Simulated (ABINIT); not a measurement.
Runs of ABINIT 10.8.3 (patched build) on C. The structure is cubic, space group Fd-3m (No. 227). The conventional cell has a = 3.567 Å, b = 3.567 Å, c = 3.567 Å, α = 90.00°, β = 90.00°, γ = 90.00°. C (site symmetry -43m) is surrounded by 4 C at 1.54 Å. This isn't the form of C at room conditions, which is graphite.

```tsv
task	level	potentials or basis	k mesh	cutoff (eV)	fine-grid cutoff	gap on the mesh (eV)	pressure (GPa)	V0 of scaled cells (Å³/atom)	B0 (GPa)
single point	PBEsol	JTH PAW PBE v2.0	8 × 8 × 8	544	1088.46 eV	4.00	-5.3	-	-
band structure	PW91	PseudoDojo NC SR PBE v0.4.1 standard	13 × 13 × 13	1116	-	4.23	3.0	-	-
equation of state	BP86+D2	JTH PAW PBE v2.0	13 × 13 × 13	544	1088.46 eV	-	-	(c)	441
equation of state	rPW86PBE	JTH PAW PBE v2.0	13 × 13 × 13	544	1088.46 eV	-	-	5.78	(b)
band structure	PBEsol	JTH PAW PBE v2.0	13 × 13 × 13	544	1088.46 eV	4.01	-5.3	-	-
equation of state	RPBE	PseudoDojo NC SR PBE v0.4.1 standard	13 × 13 × 13	1116	-	-	-	(d)	425
band structure	LDA	JTH PAW LDA v2.0	13 × 13 × 13	544	1088.46 eV	(a)	-13.8	-	-
band structure	PBEsol	PseudoDojo NC SR PBEsol v0.4.1 standard	13 × 13 × 13	1116	-	4.05	-3.2	-	-
```

Alike in all rows: no spin polarisation; cell as given; smearing fermi-dirac 0.05 eV.

Task: Fill in the values left out.

Result: (a) 4.11; (b) 417; (c) 5.67; (d) 5.73.

Caveats: the atomic spheres overlap (some runs); the PAW data sets were made with another functional, which shifts forces and pressure a little (some runs); pressures at fixed basis lie under the slope of the energies (some runs); the potentials were made for another functional, which shifts forces and pressure (some runs).

A k mesh can miss the band edges.

Runs at the PBE level aren't shown here.
